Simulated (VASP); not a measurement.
# KBr (Fm-3m) in VASP: further runs

Runs on KBr. Level: PBE. Tasks: relaxation of cell and atoms.

All numbers are computed with VASP 6.6.1; they aren't measurements. Logs are shortened: lines on timing, memory, paths and dates and some standing lists are left out, and cuts for length are marked.

**1. The structure**

The structure is cubic, space group Fm-3m (No. 225). The conventional cell has a = 6.600 Å, b = 6.600 Å, c = 6.600 Å, α = 90.00°, β = 90.00°, γ = 90.00°. K (site symmetry m-3m) is surrounded by 6 Br at 3.30 Å. Around Br (site symmetry m-3m) lie 6 K at 3.30 Å.

**2. Relaxation of cell and atoms, PBE**

INCAR

```
PREC = Accurate
ENCUT = 600
EDIFF = 1E-6
ISMEAR = 0
SIGMA = 0.03
LREAL = False
LASPH = True
NELM = 80
ALGO = Normal
ISIF = 3
LWAVE = False
LCHARG = False
GGA = PE
IBRION = 2
NSW = 90
EDIFFG = -0.01
```

KPOINTS

```
Automatic mesh
0
Gamma
  8 8 8
```

POSCAR

```
KBr
1.0
    0.0000000000      3.3000000000      3.3000000000
    3.3000000000      0.0000000000      3.3000000000
    3.3000000000      3.3000000000      0.0000000000
K Br
1 1
Direct
    0.0000000000      0.0000000000      0.0000000000
    0.5000000000      0.5000000000      0.5000000000
```

Potentials or basis: VASP PAW PBE potentials, release 64 (K_sv, Br).

Launch:

```console
$ cat potpaw_PBE.64/K_sv/POTCAR potpaw_PBE.64/Br/POTCAR > POTCAR
$ mpirun -np 1 vasp_std > vasp.out
```

OUTCAR:

```text
PREC = Accurate
   ENCUT = 600
   EDIFF = 1E-6
   ISMEAR = 0
   LREAL = False
   LASPH = True
   NELM = 80
   ISIF = 3
   GGA = PE
   IBRION = 2
   NSW = 90
   EDIFFG = -0.01

 ion  position               nearest neighbor table
   1  0.000  0.000  0.000-   2 3.30   2 3.30   2 3.30   2 3.30   2 3.30   2 3.30
   2  0.500  0.500  0.500-   1 3.30   1 3.30   1 3.30   1 3.30   1 3.30   1 3.30

  LATTYP: Found a face centered cubic cell.
 ALAT       =     6.6000000000

  Lattice vectors:

 A1 = (   0.0000000000,   3.3000000000,   3.3000000000)
 A2 = (   3.3000000000,   0.0000000000,   3.3000000000)
 A3 = (   3.3000000000,   3.3000000000,   0.0000000000)

Analysis of symmetry for initial positions (statically):
=====================================================================
 Subroutine PRICEL returns:
 Original cell was already a primitive cell.

 Routine SETGRP: Setting up the symmetry group for a
 face centered cubic supercell.

 Subroutine GETGRP returns: Found 48 space group operations
 (whereof 48 operations were pure point group operations)
 out of a pool of 48 trial point group operations.

The static configuration has the point symmetry O_h .

Analysis of symmetry for dynamics (positions and initial velocities):
=====================================================================
 Subroutine PRICEL returns:
 Original cell was already a primitive cell.

 Routine SETGRP: Setting up the symmetry group for a
 face centered cubic supercell.

 Subroutine GETGRP returns: Found 48 space group operations
 (whereof 48 operations were pure point group operations)
 out of a pool of 48 trial point group operations.

The dynamic configuration has the point symmetry O_h .

 Subroutine INISYM returns: Found 48 space group operations
 (whereof 48 operations are pure point group operations),
 and found     1 'primitive' translations

----------------------------------------------------------------------------------------

                                     Primitive cell

  volume of cell :      71.8740

  direct lattice vectors                    reciprocal lattice vectors
     0.000000000  3.300000000  3.300000000    -0.151515152  0.151515152  0.151515152
     3.300000000  0.000000000  3.300000000     0.151515152 -0.151515152  0.151515152
     3.300000000  3.300000000  0.000000000     0.151515152  0.151515152 -0.151515152

[... 99 lines left out ...]
   EFERMI_NEDOS =   21; number of points for ismear=-14 and -15
   IALGO  =     38    algorithm
   IMIX   =      4    mixing-type and parameters
     AMIX     =   0.40;   BMIX     =  1.00
     AMIX_MAG =   1.60;   BMIX_MAG =  1.00
  volume/ion in A,a.u.               =      35.94       242.51
  Fermi-wavevector in a.u.,A,eV,Ry     =   0.992181  1.874950 13.393889  0.984423
  Thomas-Fermi vector in A             =   2.123975
   LORBIT       =      0    0 simple, 1 ext, 2 COOP (PROOUT), +10 PAW based schemes
   GGA     = PE    functional components
   LHFCALC =     F    Hartree Fock is set to
   AEXX    =    0.0000 exact exchange contribution
   IVDW    =     0    specifies the selected vdW correction
   LEPSILON=     F    determine dielectric tensor
   LRPA    =     F    only Hartree local field effects (RPA)
 conjugate gradient relaxation of ions
 non-spin polarized calculation
 Gauss-broadening in eV      SIGMA  =   0.03
  energy-cutoff  :      600.00
  volume of cell :       71.87
 maximum number of plane-waves:      2421
 NGX is ok and might be reduce to    40
   NGX = 19   NGY = 19   NGZ = 19

--------------------------------------- Ionic step        1  -------------------------------------------

 number of electron      16.0000000 magnetization

 Free energy of the ion-electron system (eV)
  ---------------------------------------------------
  ext. energy  EPLUGINS =         0.00000000
  ---------------------------------------------------
  free energy    TOTEN  =        -6.21517273 eV

  energy without entropy =       -6.21517273  energy(sigma->0) =       -6.21517273

------------------------ aborting loop because EDIFF is reached ----------------------------------------

  FORCE on cell =-STRESS in cart. coord.  units (eV):
  Direction    XX          YY          ZZ          XY          YZ          ZX
  --------------------------------------------------------------------------------------
  -------------------------------------------------------------------------------------
  Total        0.3454858      0.3454858      0.3454858      0.0000000      0.0000000      0.0000000
  in kB        7.7013873      7.7013873      7.7013873      0.0000000      0.0000000      0.0000000
  external PRESSURE =       7.7013873 kB  Pullay stress =       0.0000000 kB
[... 59 lines left out ...]
--------------------------------------- Ionic step        3  -------------------------------------------

 number of electron      15.9999999 magnetization

 Free energy of the ion-electron system (eV)
  ---------------------------------------------------
  ext. energy  EPLUGINS =         0.00000000
  ---------------------------------------------------
  free energy    TOTEN  =        -6.22353221 eV

  energy without entropy =       -6.22353221  energy(sigma->0) =       -6.22353221

 E-fermi :  -1.7904     XC(G=0):  -7.1879

 val. band max:       -1.9179122463   @ k =   0.0000   0.0000   0.0000
 cond. band min:       2.3941189455   @ k =   0.0000   0.0000   0.0000
 fundamental gap:      4.3120311918
 Fermi energy:        -1.7903719554

 k-point     1 :       0.0000    0.0000    0.0000
  band No.  band energies     occupation
      1     -29.8000      2.00000
      2     -14.1564      2.00000
      3     -13.2741      2.00000
      4     -13.2741      2.00000
      5     -13.2741      2.00000
      6      -1.9179      2.00000
      7      -1.9179      2.00000
      8      -1.9179      2.00000
      9       2.3941      0.00000
     10       5.6719      0.00000
     11       5.6719      0.00000
     12       5.6719      0.00000
[... 331 lines left out ...]
 k-point    24 :      -0.3750    0.2500    0.1250
  band No.  band energies     occupation
      1     -29.7950      2.00000
      2     -14.2497      2.00000
      3     -13.3026      2.00000
      4     -13.2907      2.00000
      5     -13.1198      2.00000
      6      -2.8097      2.00000
      7      -2.3472      2.00000
      8      -2.2425      2.00000
      9       5.0027      0.00000
     10       5.7820      0.00000
     11       6.7635      0.00000
     12       7.2529      0.00000

 [... further k-points ...]
[... 5 lines left out ...]
  --------------------------------------------------------------------------------------
  -------------------------------------------------------------------------------------
  Total        0.0185519      0.0185519      0.0185519      0.0000000     -0.0000000      0.0000000
  in kB        0.3948247      0.3948247      0.3948247      0.0000000     -0.0000000      0.0000000
  external PRESSURE =       0.3948247 kB  Pullay stress =       0.0000000 kB
[... 17 lines left out ...]
  FREE ENERGIE OF THE ION-ELECTRON SYSTEM (eV)
  ---------------------------------------------------
  free  energy   TOTEN  =        -6.2235322059 eV

  energy  without entropy=       -6.2235322059  energy(sigma->0) =       -6.22353221

 reached required accuracy - stopping structural energy minimisation
```

CONTCAR:

```text
KBr
   1.00000000000000
     0.0000000000000000    3.3513656038969701    3.3513656038969701
     3.3513656038969701    0.0000000000000000    3.3513656038969701
     3.3513656038969701    3.3513656038969701    0.0000000000000000
  K               Br
     1     1
Direct
     0.0000000000000000    0.0000000000000000    0.0000000000000000
     0.5000000000000000    0.5000000000000000    0.5000000000000000

  0.00000000E+00  0.00000000E+00  0.00000000E+00
  0.00000000E+00  0.00000000E+00  0.00000000E+00
```

Run time: 2.5 min. Hardware: 1 thread of Intel Xeon Platinum 8175M at 2.50GHz (Skylake/Cascade Lake), shared host; peak memory 0.25 GiB.

What came out:

| Property | Result |
| --- | --- |
| Free energy | -6.2235 eV |
| Relaxed volume | 37.64 Å³/atom |
| Relaxed cell | a = 4.740 Å, b = 4.740 Å, c = 4.740 Å, α = 60.00°, β = 60.00°, γ = 60.00° |
| Space group after relaxing (to 0.05 Å) | Fm-3m (No. 225) |
| Energy gained by relaxing | 4.2 meV/atom |
| Ionic steps | 3 |
| Pressure after relaxing | 0.0 GPa |
| Band gap on the k mesh | 4.31 eV, direct |

Step by step:
| step | energy change (eV) | largest force (eV/Å) | pressure (GPa) | volume (Å³) |
| --- | --- | --- | --- | --- |
| 1 | 0.0000 | 0.0000 | 0.77 | 71.87 |
| 2 | -0.0063 | 0.0000 | 0.35 | 73.69 |
| 3 | -0.0084 | 0.0000 | 0.04 | 75.28 |

Final structure:
```
CELL_PARAMETERS angstrom
0.00000 3.35137 3.35137
3.35137 0.00000 3.35137
3.35137 3.35137 0.00000
ATOMIC_POSITIONS crystal
K 0.00000 0.00000 0.00000
Br 0.50000 0.50000 0.50000
```

A k mesh can miss the band edges. Zero-point motion and thermal expansion aren't in these numbers.

**3. Relaxation of cell and atoms, PBE**

This run uses another cell than the first one, of 37.64 Å³/atom, 1.047 times its volume.

Edit INCAR of step 2 so:

```diff
@@ -2,3 +2,3 @@
 ENCUT = 600
-EDIFF = 1E-6
+EDIFF = 1E-7
 ISMEAR = 0
@@ -15,2 +15,2 @@
 NSW = 90
-EDIFFG = -0.01
+EDIFFG = -0.005
```

KPOINTS is that of step 2.

POSCAR

```
KBr                                     
1.0
    0.0000000000      3.3513656039      3.3513656039
    3.3513656039      0.0000000000      3.3513656039
    3.3513656039      3.3513656039      0.0000000000
  K               Br            
     1     1
Direct
     0.0000000000000000    0.0000000000000000    0.0000000000000000
     0.5000000000000000    0.5000000000000000    0.5000000000000000
```

Potentials or basis: VASP PAW PBE potentials, release 64 (K_sv, Br).

Launch:

```console
$ cat potpaw_PBE.64/K_sv/POTCAR potpaw_PBE.64/Br/POTCAR > POTCAR
$ mpirun -np 1 vasp_std > vasp.out
```

OUTCAR:

```text
PREC = Accurate
   ENCUT = 600
   EDIFF = 1E-7
   ISMEAR = 0
   LREAL = False
   LASPH = True
   NELM = 80
   ISIF = 3
   GGA = PE
   IBRION = 2
   NSW = 90
   EDIFFG = -0.005

 ion  position               nearest neighbor table
   1  0.000  0.000  0.000-
   2  0.500  0.500  0.500-

  LATTYP: Found a face centered cubic cell.
 ALAT       =     6.7027312078

  Lattice vectors:

 A1 = (   0.0000000000,   3.3513656039,   3.3513656039)
 A2 = (   3.3513656039,   0.0000000000,   3.3513656039)
 A3 = (   3.3513656039,   3.3513656039,   0.0000000000)

Analysis of symmetry for initial positions (statically):
=====================================================================
 Subroutine PRICEL returns:
 Original cell was already a primitive cell.

 Routine SETGRP: Setting up the symmetry group for a
 face centered cubic supercell.

 Subroutine GETGRP returns: Found 48 space group operations
 (whereof 48 operations were pure point group operations)
 out of a pool of 48 trial point group operations.

The static configuration has the point symmetry O_h .

Analysis of symmetry for dynamics (positions and initial velocities):
[... 170 lines left out ...]
  Total        0.0253030      0.0253030      0.0253030      0.0000000      0.0000000      0.0000000
  in kB        0.5385021      0.5385021      0.5385021      0.0000000      0.0000000      0.0000000
  external PRESSURE =       0.5385021 kB  Pullay stress =       0.0000000 kB
[... 59 lines left out ...]
--------------------------------------- Ionic step        3  -------------------------------------------

 number of electron      15.9999999 magnetization

 Free energy of the ion-electron system (eV)
  ---------------------------------------------------
  ext. energy  EPLUGINS =         0.00000000
  ---------------------------------------------------
  free energy    TOTEN  =        -6.22371603 eV

  energy without entropy =       -6.22371603  energy(sigma->0) =       -6.22371603

 E-fermi :  -1.6897     XC(G=0):  -7.1753

 val. band max:       -1.9291760727   @ k =   0.0000   0.0000   0.0000
 cond. band min:       2.3757893703   @ k =   0.0000   0.0000   0.0000
 fundamental gap:      4.3049654430
 Fermi energy:        -1.6896784961

 k-point     1 :       0.0000    0.0000    0.0000
  band No.  band energies     occupation
      1     -29.8189      2.00000
      2     -14.1642      2.00000
      3     -13.2927      2.00000
      4     -13.2927      2.00000
      5     -13.2927      2.00000
      6      -1.9292      2.00000
      7      -1.9292      2.00000
      8      -1.9292      2.00000
      9       2.3758      0.00000
     10       5.6596      0.00000
     11       5.6596      0.00000
     12       5.6596      0.00000
[... 331 lines left out ...]
 k-point    24 :      -0.3750    0.2500    0.1250
  band No.  band energies     occupation
      1     -29.8140      2.00000
      2     -14.2576      2.00000
      3     -13.3209      2.00000
      4     -13.3090      2.00000
      5     -13.1389      2.00000
      6      -2.8163      2.00000
      7      -2.3560      2.00000
      8      -2.2516      2.00000
      9       4.9859      0.00000
     10       5.7644      0.00000
     11       6.7390      0.00000
     12       7.2318      0.00000

 [... further k-points ...]
[... 5 lines left out ...]
  --------------------------------------------------------------------------------------
  -------------------------------------------------------------------------------------
  Total        0.0053510      0.0053510      0.0053510      0.0000000     -0.0000000      0.0000000
  in kB        0.1135308      0.1135308      0.1135308      0.0000000     -0.0000000      0.0000000
  external PRESSURE =       0.1135308 kB  Pullay stress =       0.0000000 kB
[... 17 lines left out ...]
  FREE ENERGIE OF THE ION-ELECTRON SYSTEM (eV)
  ---------------------------------------------------
  free  energy   TOTEN  =        -6.2237160332 eV

  energy  without entropy=       -6.2237160332  energy(sigma->0) =       -6.22371603

 reached required accuracy - stopping structural energy minimisation
```

OSZICAR:

```text
N       E                     dE             d eps       ncg     rms          rms(c)
DAV:   1     0.109880409906E+03    0.10988E+03   -0.74461E+03   696   0.129E+03
DAV:   2     0.151762027241E+01   -0.10836E+03   -0.98593E+02   824   0.276E+02
DAV:   3    -0.607428237740E+01   -0.75919E+01   -0.75338E+01   892   0.661E+01
[... 23 lines left out ...]
DAV:   2    -0.622374907091E+01    0.12215E-03   -0.29395E-04   920   0.157E-01    0.308E-02
DAV:   3    -0.622371807690E+01    0.30994E-04   -0.10274E-04  1192   0.831E-02    0.227E-02
DAV:   4    -0.622371734087E+01    0.73603E-06   -0.23261E-06  1276   0.103E-02    0.982E-03
DAV:   5    -0.622371611035E+01    0.12305E-05   -0.30482E-06  1324   0.101E-02    0.177E-03
DAV:   6    -0.622371603320E+01    0.77144E-07   -0.54790E-08   608   0.277E-03
   3 F= -.62237160E+01 E0= -.62237160E+01  d E =-.482239E-04
```

It took 2.6 min on 1 thread of Intel Xeon Platinum 8175M at 2.50GHz (Skylake/Cascade Lake), shared host; peak memory 0.25 GiB.

What came out:

| Quantity | Value |
| --- | --- |
| Free energy | -6.2237 eV |
| Relaxed volume | 37.76 Å³/atom |
| Relaxed cell | a = 4.744 Å, b = 4.744 Å, c = 4.744 Å, α = 60.00°, β = 60.00°, γ = 60.00° |
| Space group after relaxing (to 0.05 Å) | Fm-3m (No. 225) |
| Energy gained by relaxing | 0.0 meV/atom |
| Ionic steps | 3 |
| Pressure after relaxing | 0.0 GPa |
| Band gap on the k mesh | 4.30 eV, direct |

Final structure:
```
CELL_PARAMETERS angstrom
0.00000 3.35481 3.35481
3.35481 0.00000 3.35481
3.35481 3.35481 0.00000
ATOMIC_POSITIONS crystal
K 0.00000 0.00000 0.00000
Br 0.50000 0.50000 0.50000
```
